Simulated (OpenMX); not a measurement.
Al:

```
Al
1.0
     2.72176    0.00000    0.00000
     0.00000    2.72176    0.00000
     0.00000    0.00000    2.72176
Al
1
Direct
  0.00000 0.00000 0.00000
```

The cell was built by a generator and needn't be a form met in nature.

Base run:

```yaml
Program: OpenMX 3.8.5
Functional: PBE
Dispersion: D3(BJ)
Potentials_or_basis: OpenMX 2013 PBE set, Al7.0-s2p2d1, grid cutoff 300 Ry
k_mesh: 7 × 7 × 7
Occupations: fermi-dirac, width 0.05 eV
Spin: no spin polarisation
```

Its results: band gap on the k mesh none (metal or under the smearing width); pressure -2.9 GPa.

Q: The run is repeated on the same cell with these changes: dispersion from D3(BJ) to D3. What comes out?

A: Band gap on the k mesh none (metal or under the smearing width); pressure -1.7 GPa.

Caveats: the basis of atomic orbitals isn't converged, which shifts pressures, moduli and gaps; pairwise dispersion overbinds metals, which lowers pressure and volume.

Not every run made on this cell is shown here.
